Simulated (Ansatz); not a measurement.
Starting cell, BaSnO₃ (cubic perovskite):

```xyz
10
Lattice="8.3522 0.0000 0.0000 4.1761 4.1761 0.0000 0.0000 0.0000 4.1761" Properties=species:S:1:pos:R:3 pbc="T T T"
Ba     0.0000     0.0000     0.0000
Ba     4.1761     0.0000     0.0000
Sn     2.0880     2.0880     2.0880
Sn     6.2641     2.0880     2.0880
O      8.3522     2.0880     2.0880
O      4.1761     2.0880     2.0880
O      2.0880     2.0880     0.0000
O      6.2641     2.0880     0.0000
O      2.0880     0.0000     2.0880
O      6.2641     0.0000     2.0880
```

The atoms are displaced by Q × the pattern below (from a DFPT mode at M = (0.5, 0.5, 0.0), largest move 1; Q in Å), at fixed cell. (q is in reciprocal vectors of the primitive cell; the cell shown is doubled to hold the pattern.)

```
atom       x       y      z
----  ------  ------  -----
O5     1.000   0.000  0.000
O6    -1.000   0.000  0.000
O9     0.000  -1.000  0.000
O10    0.000   1.000  0.000
```

Atoms not listed stay in place.

Calculation: PBE (plane waves to 420 eV, PAW, scalar-relativistic; Ansatz, an electronic-structure program). k mesh 8×8×8 (Γ-centred), Fermi-Dirac smearing 0.05 eV. E stands for the smeared free energy. BaSnO3 was relaxed with its symmetry unable to fall. The zero of ΔE is the undisplaced structure.

```
Q (Å)    ΔE (meV/cell)
-------  -------------
-0.1000       withheld
-0.0833          151.9
-0.0667           95.8
-0.0500           53.3
-0.0333           23.5
-0.0167            5.8
0.0000             0.0
0.0167             5.8
0.0333            23.5
0.0500            53.3
0.0667            95.8
0.0833           151.9
0.1000        withheld
```

### Question
Fit an even polynomial form (powers 2, 4) to the given rows and predict ΔE at Q = 0.1000.

### Answer
Least squares on the 11 given rows: ΔE = (20960)·Q² + (132800)·Q⁴, in meV/cell with Q in Å; root-mean-square residual 0.07 meV/cell. At 0.1000 the fit gives 222.9 meV/cell; the calculation gives 222.5 meV/cell, so the extrapolation is off by 0.4 (+0.2 %). The quadratic term alone would give 209.6 meV/cell.

(A displaced cell: forces are minus the slopes of the energy, force constants its curvatures, and phonons follow from these.)
